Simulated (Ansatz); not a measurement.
## Eigenvalues along a path: Ag (hcp type)

```
Ag
1.0
     2.69024    0.00000    0.00000
    -1.34512    2.32982    0.00000
     0.00000    0.00000    4.44407
Ag
2
Direct
  0.33333 0.66667 0.25000
  0.66667 0.33333 0.75000
```

The cell comes from a relaxation on PAW files under the same functional, begun from a prototype that needn't be the stable phase.

All numbers are PBE results (scalar-relativistic) from Ansatz 0.2.0, with a Γ-centred 15×15×8 k mesh, Fermi–Dirac smearing of 0.05 eV, no spin polarisation. Methods: PAW: frozen-core files, cutoff 420 eV.

This run: volume at 0.78 of the series' base cell.

Path points, in fractions of the reciprocal vectors: Γ (0.000, 0.000, 0.000), M (0.500, 0.000, 0.000), K (0.333, 0.333, 0.000), A (0.000, 0.000, 0.500), L (0.500, 0.000, 0.500), H (0.333, 0.333, 0.500). Levels in eV from the Fermi level; bands 9 to 21, counted from the lowest band of the run. The gap is zero, the pressure 46.0 GPa.

```
# k(1/Å) point b9 b10 b11 b12 b13 b14 b15 b16 b17 b18 b19 b20 b21
0.000 Γ -9.66 -8.14 -6.00 -5.82 -5.82 -5.48 -5.48 -4.90 -4.90 -3.52 -3.52 -1.36 4.45
0.337 - -9.15 -7.83 -6.25 -5.68 -5.50 -5.50 -5.30 -5.19 -5.09 -4.48 -3.45 0.29 4.50
0.674 - -8.03 -7.51 -6.45 -6.24 -5.80 -5.46 -5.08 -4.66 -4.66 -4.42 -3.33 3.02 4.79
1.011 - -7.93 -7.55 -7.33 -5.77 -5.45 -5.42 -5.24 -3.70 -3.53 -3.27 -2.68 4.88 5.92
1.348 M -8.11 -7.64 -7.60 -5.89 -5.55 -5.23 -4.70 -3.28 -3.26 -3.09 -0.10 1.92 7.63
1.543 - -7.97 -7.62 -7.47 -5.93 -5.58 -5.22 -4.93 -3.32 -3.29 -3.24 0.22 2.08 7.83
1.738 - -7.60 -7.57 -7.16 -6.00 -5.65 -5.46 -5.15 -3.56 -3.46 -3.36 1.06 2.49 8.33
1.932 - -7.55 -7.09 -6.85 -6.03 -6.01 -5.78 -5.01 -3.80 -3.57 -3.51 2.19 3.02 5.95
2.127 K -7.55 -6.76 -6.76 -6.33 -5.94 -5.94 -4.91 -3.74 -3.74 -3.61 3.41 3.72 3.72
2.516 - -7.40 -7.10 -6.93 -6.23 -6.11 -5.49 -5.24 -4.34 -3.52 -3.30 -0.56 6.11 6.86
2.905 - -7.51 -7.13 -6.78 -6.67 -5.83 -5.71 -5.01 -5.00 -4.15 -3.52 -3.41 3.99 5.07
3.295 - -8.99 -7.73 -6.33 -5.65 -5.53 -5.38 -5.37 -5.25 -5.05 -4.56 -3.44 0.69 4.53
3.684 Γ -9.66 -8.14 -6.00 -5.82 -5.82 -5.48 -5.48 -4.90 -4.90 -3.52 -3.52 -1.36 4.45
3.861 - -9.52 -8.11 -6.03 -5.86 -5.86 -5.53 -5.53 -4.80 -4.80 -3.54 -3.54 -2.06 5.36
4.037 - -9.11 -8.02 -6.11 -5.91 -5.91 -5.64 -5.64 -4.54 -4.54 -3.60 -3.60 -3.45 7.38
4.214 - -8.55 -7.96 -6.10 -5.93 -5.93 -5.77 -5.77 -4.79 -4.24 -4.24 -3.74 -3.74 9.78
4.391 A -8.09 -8.09 -5.88 -5.88 -5.88 -5.88 -5.74 -5.74 -3.96 -3.96 -3.96 -3.96 12.20
4.728 - -7.65 -7.65 -6.36 -6.36 -5.74 -5.74 -5.61 -5.61 -3.99 -3.99 -3.57 -3.57 12.55
5.065 - -7.38 -7.38 -6.68 -6.68 -5.41 -5.41 -5.02 -5.02 -3.96 -3.96 -2.71 -2.71 12.47
5.402 - -7.83 -7.83 -6.98 -6.98 -4.75 -4.75 -4.12 -4.12 -3.50 -3.50 -1.24 -1.24 8.21
5.739 L -8.02 -8.02 -7.13 -7.13 -4.74 -4.74 -3.64 -3.64 -3.17 -3.17 0.29 0.29 5.71
5.934 - -7.90 -7.90 -7.05 -7.05 -4.93 -4.93 -3.77 -3.77 -3.32 -3.32 0.80 0.80 5.77
6.129 - -7.60 -7.60 -6.82 -6.82 -5.35 -5.35 -4.27 -4.27 -3.38 -3.38 2.00 2.00 5.93
6.323 - -7.26 -7.26 -6.57 -6.57 -5.73 -5.73 -4.76 -4.76 -3.42 -3.42 3.45 3.45 6.20
6.518 H -7.07 -7.07 -6.57 -6.57 -5.78 -5.78 -4.94 -4.94 -3.46 -3.46 4.55 4.55 6.31
6.907 - -7.37 -7.37 -6.43 -6.43 -5.71 -5.71 -4.98 -4.98 -3.26 -3.26 1.02 1.02 9.09
7.296 - -7.25 -7.25 -6.30 -6.30 -6.15 -6.15 -4.92 -4.92 -3.59 -3.59 -2.16 -2.16 12.82
7.686 - -7.52 -7.52 -6.46 -6.46 -5.82 -5.82 -5.49 -5.49 -4.00 -4.00 -3.45 -3.45 12.66
8.075 A -8.09 -8.09 -5.88 -5.88 -5.88 -5.88 -5.74 -5.74 -3.96 -3.96 -3.96 -3.96 12.20
```
